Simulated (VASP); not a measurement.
# TiTe (P6_3/mmc) in VASP: further runs

Runs on TiTe. Level: PBEsol. Tasks: single point.

Program: VASP 6.6.1. These are calculated values, not measurements. Logs are shortened: lines on timing, memory, paths and dates and some standing lists are left out, and cuts for length are marked.

### Step 1. The structure

The structure is hexagonal, space group P6_3/mmc (No. 194). Conventional cell: a = 3.842 Å, b = 3.842 Å, c = 6.403 Å, α = 90.00°, β = 90.00°, γ = 120.00°. Te (site symmetry -6m2) has 6 Ti at 2.74 Å as nearest neighbours. Ti (site symmetry -3m) is surrounded by 6 Te at 2.74 Å.

### Step 2. Single point, PBEsol

INCAR

```
PREC = Accurate
ENCUT = 400
EDIFF = 1E-6
ISMEAR = 0
SIGMA = 0.05
LREAL = F
LASPH = T
NELM = 100
ALGO = Normal
ISIF = 2
LWAVE = F
LCHARG = F
GGA = PS
NBANDS = 26
ADDGRID = F
```

KPOINTS

```
regular mesh
0
Gamma
  3 3 2
```

POSCAR

```
TiTe
1.0
    3.8420000000      0.0000000000      0.0000000000
   -1.9210000000      3.3272696013      0.0000000000
    0.0000000000      0.0000000000      6.4030000000
Te Ti
2 2
Direct
    0.6666666667      0.3333333333      0.7500000000
    0.3333333333      0.6666666667      0.2500000000
    0.0000000000      0.0000000000      0.5000000000
    0.0000000000      0.0000000000      0.0000000000
```

Potentials or basis: VASP PAW PBE potentials, release 64 (Te, Ti_sv).

Launch:

```
$ cat potpaw_PBE.64/Te/POTCAR potpaw_PBE.64/Ti_sv/POTCAR > POTCAR
$ mpirun -np 1 vasp_std > vasp.out
```

OUTCAR:

```text
PREC = Accurate
   ENCUT = 400
   EDIFF = 1E-6
   ISMEAR = 0
   LREAL = F
   LASPH = T
   NELM = 100
   ISIF = 2
   GGA = PS

 Found      6 irreducible k-points:

 Following reciprocal coordinates:
            Coordinates               Weight
  0.000000  0.000000  0.000000      1.000000
  0.333333 -0.000000  0.000000      6.000000
  0.333333  0.333333  0.000000      2.000000
  0.000000  0.000000  0.500000      1.000000
  0.333333 -0.000000  0.500000      6.000000
  0.333333  0.333333  0.500000      2.000000
   k-points           NKPTS =      6   k-points in BZ     NKDIM =      6   number of bands    NBANDS=     26
   number of dos      NEDOS =    301   number of ions     NIONS =      4
   total plane-waves  NPLWV =  32928
   dimension x,y,z NGX =    28 NGY =   28 NGZ =   42
   dimension x,y,z NGXF=    56 NGYF=   56 NGZF=   84
   ions per type =               2   2
   NGX,Y,Z   is equivalent  to a cutoff of  12.12, 12.12, 10.90 a.u.
   NGXF,Y,Z  is equivalent  to a cutoff of  24.23, 24.23, 21.81 a.u.
 SYSTEM =  unknown system
   PREC   = accura    normal or accurate (medium, high low for compatibility)
   ISTART =      0    job   : 0-new  1-cont  2-samecut
   ICHARG =      2    charge: 1-file 2-atom 10-const
   ISPIN  =      1    spin polarized calculation?
   LNONCOLLINEAR =      F non collinear calculations
   LSORBIT =      F    spin-orbit coupling
   LASPH  =      T    aspherical Exc in radial PAW
   ENCUT  =  400.0 eV  29.40 Ry    5.42 a.u.   6.27  6.27 10.44*2*pi/ulx,y,z
   NELM   =    100;   NELMIN=  2; NELMDL= -5     # of ELM steps
   EDIFF  = 0.1E-05   stopping-criterion for ELM
   LREAL  =      F    real-space projection
   EDIFFG = 0.1E-04   stopping-criterion for IOM
   NSW    =      0    number of steps for IOM
   IBRION =     -1    ionic relax: 0-MD 1-quasi-New 2-CG
   NFREE  =      0    steps in history (QN), initial steepest desc. (CG)
   ISIF   =      2    stress and relaxation
   ISYM   =      2    0-nonsym 1-usesym 2-fastsym
   POTIM  = 0.5000    time-step for ionic-motion
   TEBEG  =    0.0;   TEEND  =   0.0 temperature during run
   PSTRESS=    0.0 pullay stress
   NELECT =      36.0000    total number of electrons
   NUPDOWN=      -1.0000    fix difference up-down
   EMIN   =  10.00;   EMAX   =-10.00  energy-range for DOS
   EFERMI =   0.00;   METHOD = LEGACY
   ISMEAR =     0;   SIGMA  =   0.05  broadening in eV -4-tet -1-fermi 0-gaus
   EFERMI_NEDOS =   21; number of points for ismear=-14 and -15
   IALGO  =     38    algorithm
   IMIX   =      4    mixing-type and parameters
     AMIX     =   0.40;   BMIX     =  1.00
     AMIX_MAG =   1.60;   BMIX_MAG =  1.00
  volume/ion in A,a.u.               =      20.46       138.09
  Fermi-wavevector in a.u.,A,eV,Ry     =   1.244991  2.352691 21.089049  1.550001
  Thomas-Fermi vector in A             =   2.379233
   LORBIT       =      0    0 simple, 1 ext, 2 COOP (PROOUT), +10 PAW based schemes
   GGA     = PS    functional components
   LHFCALC =     F    Hartree Fock is set to
   AEXX    =    0.0000 exact exchange contribution
   IVDW    =     0    specifies the selected vdW correction
   LEPSILON=     F    determine dielectric tensor
   LRPA    =     F    only Hartree local field effects (RPA)
 non-spin polarized calculation
 Gauss-broadening in eV      SIGMA  =   0.05
  energy-cutoff  :      400.00
  volume of cell :       81.85
 maximum number of plane-waves:      1521
 NGX is ok and might be reduce to    28
   NGX = 13   NGY = 13   NGZ = 21

 number of electron      36.0000001 magnetization

 Free energy of the ion-electron system (eV)
  ---------------------------------------------------
  ext. energy  EPLUGINS =         0.00000000
  ---------------------------------------------------
  free energy    TOTEN  =       -26.11778827 eV

  energy without entropy =      -26.10838488  energy(sigma->0) =      -26.11308657

 E-fermi :  10.1965     XC(G=0): -11.1596

 val. band max:       10.0003092229   @ k =   0.0000   0.0000   0.5000
 cond. band min:      10.1965250123   @ k =   0.3333  -0.0000   0.0000
 fundamental gap:      0.1962157894
 Fermi energy:        10.1965248339

 k-point     1 :       0.0000    0.0000    0.0000
  band No.  band energies     occupation
      1     -47.0517      2.00000
      2     -47.0376      2.00000
      3     -23.5117      2.00000
      4     -23.5117      2.00000
      5     -23.4936      2.00000
      6     -23.4936      2.00000
[... 18 lines left out ...]
     25      13.0195      0.00000
     26      14.1835      0.00000

 k-point     2 :       0.3333   -0.0000    0.0000
  band No.  band energies     occupation
      1     -47.0495      2.00000
      2     -47.0352      2.00000
      3     -23.5476      2.00000
      4     -23.5223      2.00000
      5     -23.5203      2.00000
      6     -23.4992      2.00000
[... 18 lines left out ...]
     25      13.0065      0.00000
     26      13.9042      0.00000

 k-point     3 :       0.3333    0.3333    0.0000
  band No.  band energies     occupation
      1     -47.0482      2.00000
      2     -47.0341      2.00000
      3     -23.5450      2.00000
      4     -23.5450      2.00000
      5     -23.5193      2.00000
      6     -23.5193      2.00000
[... 18 lines left out ...]
     25      12.4641      0.00000
     26      12.4641      0.00000

 k-point     4 :       0.0000    0.0000    0.5000
  band No.  band energies     occupation
      1     -47.0445      2.00000
      2     -47.0445      2.00000
      3     -23.5026      2.00000
      4     -23.5026      2.00000
      5     -23.5026      2.00000
      6     -23.5026      2.00000
[... 18 lines left out ...]
     25      12.6419      0.00000
     26      12.6419      0.00000

 k-point     5 :       0.3333   -0.0000    0.5000
  band No.  band energies     occupation
      1     -47.0423      2.00000
      2     -47.0423      2.00000
      3     -23.5350      2.00000
      4     -23.5350      2.00000
      5     -23.5098      2.00000
      6     -23.5098      2.00000
[... 18 lines left out ...]
     25      12.3474      0.00000
     26      12.3474      0.00000

 k-point     6 :       0.3333    0.3333    0.5000
  band No.  band energies     occupation
      1     -47.0411      2.00000
      2     -47.0411      2.00000
      3     -23.5326      2.00000
      4     -23.5326      2.00000
      5     -23.5318      2.00000
      6     -23.5318      2.00000
[... 18 lines left out ...]
     25      13.7067      0.00000
     26      13.7067      0.00000

------------------------ aborting loop because EDIFF is reached ----------------------------------------

  FORCE on cell =-STRESS in cart. coord.  units (eV):
  Direction    XX          YY          ZZ          XY          YZ          ZX
  --------------------------------------------------------------------------------------
  -------------------------------------------------------------------------------------
  Total        1.2030888      1.2030888      3.3926372      0.0000000      0.0000000      0.0000000
  in kB       23.5493761     23.5493761     66.4078078      0.0000000      0.0000000      0.0000000
  external PRESSURE =      37.8355200 kB  Pullay stress =       0.0000000 kB

 VOLUME and BASIS-vectors are now :
 -----------------------------------------------------------------------------
  energy-cutoff  :      400.00
  volume of cell :       81.85
      direct lattice vectors                 reciprocal lattice vectors
     3.842000000  0.000000000  0.000000000     0.260281104  0.150273365  0.000000000
    -1.921000000  3.327269601  0.000000000     0.000000000  0.300546730  0.000000000
     0.000000000  0.000000000  6.403000000     0.000000000  0.000000000  0.156176792

 POSITION                                       TOTAL-FORCE (eV/Angst)
 -----------------------------------------------------------------------------------
      1.92100      1.10909      4.80225        -0.000000      0.000000      0.000000
     -0.00000      2.21818      1.60075         0.000000     -0.000000      0.000000
      0.00000      0.00000      3.20150        -0.000000      0.000000      0.000000
      0.00000      0.00000      0.00000        -0.000000      0.000000      0.000000
 -----------------------------------------------------------------------------------
    total drift:                                0.000000     -0.000000      0.000000

  FREE ENERGIE OF THE ION-ELECTRON SYSTEM (eV)
  ---------------------------------------------------
  free  energy   TOTEN  =       -26.1177882680 eV

  energy  without entropy=      -26.1083848751  energy(sigma->0) =      -26.11308657
```

Run time: 6.2 s. Hardware: 1 thread of Intel Xeon 6975P-C (Granite Rapids), shared host; peak memory 0.17 GiB.

The run converged, but some of its settings lie outside the range that counts as converged, so its numbers aren't taken as properties of the crystal.

Results:

```
Free energy            : -26.1178 eV
Pressure               : 3.8 GPa
Band gap on the k mesh : none (metal or under the smearing width)
```

Caveat: the k mesh is coarse (spacing up to 0.63 Å⁻¹), so the values aren't converged; the PAW data sets were made with another functional, which shifts forces and pressure a little.

### Step 3. Single point, PBEsol

INCAR: that of step 2 with these lines changed.

```diff
@@ -1,3 +1,3 @@
 PREC = Accurate
-ENCUT = 400
+ENCUT = 300
 EDIFF = 1E-6
```

KPOINTS

```
regular mesh
0
Gamma
  4 4 2
```

POSCAR is that of step 2.

Potentials or basis: VASP PAW PBE potentials, release 64 (Te, Ti_sv).

Launch:

```
$ cat potpaw_PBE.64/Te/POTCAR potpaw_PBE.64/Ti_sv/POTCAR > POTCAR
$ mpirun -np 1 vasp_std > vasp.out
```

Wall time 4.8 s (1 thread of Intel Xeon 6975P-C (Granite Rapids), shared host); peak memory 0.15 GiB.

These settings aren't checked as converged: the numbers below hold their error.

Results:

```yaml
Free_energy: -26.2006 eV
Band_gap_on_the_k_mesh: none (metal or under the smearing width)
```

Caveat: the k mesh is coarse (spacing up to 0.49 Å⁻¹), so the values aren't converged; the cutoff is under 1.25 times the usual one of these potentials, so pressure, stress and relaxed cells hold a basis-set (Pulay) error; the PAW data sets were made with another functional, which shifts forces and pressure a little.

### Step 4. Single point, PBEsol

INCAR: that of step 3 with these lines changed.

```diff
@@ -1,3 +1,3 @@
 PREC = Accurate
-ENCUT = 300
+ENCUT = 450
 EDIFF = 1E-6
```

KPOINTS

```
regular mesh
0
Gamma
  3 3 2
```

POSCAR is that of step 3.

Launch:

```
$ cat potpaw_PBE.64/Te/POTCAR potpaw_PBE.64/Ti_sv/POTCAR > POTCAR
$ mpirun -np 1 vasp_std > vasp.out
```

Run time: 6.7 s. Hardware: 1 thread of Intel Xeon 6975P-C (Granite Rapids), shared host; peak memory 0.18 GiB.

The run converged, but some of its settings lie outside the range that counts as converged, so its numbers aren't taken as properties of the crystal.

What came out:

```yaml
Free_energy: -26.1191 eV
Pressure: 3.9 GPa
Band_gap_on_the_k_mesh: none (metal or under the smearing width)
```

Caveat: the k mesh is coarse (spacing up to 0.63 Å⁻¹), so the values aren't converged; the PAW data sets were made with another functional, which shifts forces and pressure a little.

### Step 5. Single point, PBEsol

INCAR: that of step 4 with these lines changed.

```diff
@@ -1,3 +1,3 @@
 PREC = Accurate
-ENCUT = 450
+ENCUT = 350
 EDIFF = 1E-6
```

KPOINTS

```
regular mesh
0
Gamma
  4 4 2
```

POSCAR is that of step 4.

Launch:

```
$ cat potpaw_PBE.64/Te/POTCAR potpaw_PBE.64/Ti_sv/POTCAR > POTCAR
$ mpirun -np 1 vasp_std > vasp.out
```

Run time: 5.5 s. Hardware: 1 thread of Intel Xeon 6975P-C (Granite Rapids), shared host; peak memory 0.15 GiB.

These settings aren't checked as converged: the numbers below hold their error.

What came out:

* Free energy: -26.1969 eV
* Pressure: 3.5 GPa
* Band gap on the k mesh: none (metal or under the smearing width)

Caveat: the k mesh is coarse (spacing up to 0.49 Å⁻¹), so the values aren't converged; the PAW data sets were made with another functional, which shifts forces and pressure a little.

### Step 6. Single point, PBEsol

INCAR: that of step 5 with these lines changed.

```diff
@@ -1,3 +1,3 @@
 PREC = Accurate
-ENCUT = 350
+ENCUT = 550
 EDIFF = 1E-6
```

KPOINTS

```
regular mesh
0
Gamma
  3 3 2
```

POSCAR is that of step 5.

Potentials or basis: VASP PAW PBE potentials, release 64 (Te, Ti_sv).

Launch:

```
$ cat potpaw_PBE.64/Te/POTCAR potpaw_PBE.64/Ti_sv/POTCAR > POTCAR
$ mpirun -np 1 vasp_std > vasp.out
```

Wall time 10 s (1 thread of Intel Xeon 6975P-C (Granite Rapids), shared host); peak memory 0.2 GiB.

These settings aren't checked as converged: the numbers below hold their error.

What came out:

- Free energy: -26.1205 eV
- Pressure: 4.0 GPa
- Band gap on the k mesh: none (metal or under the smearing width)

Caveat: the k mesh is coarse (spacing up to 0.63 Å⁻¹), so the values aren't converged; the PAW data sets were made with another functional, which shifts forces and pressure a little.
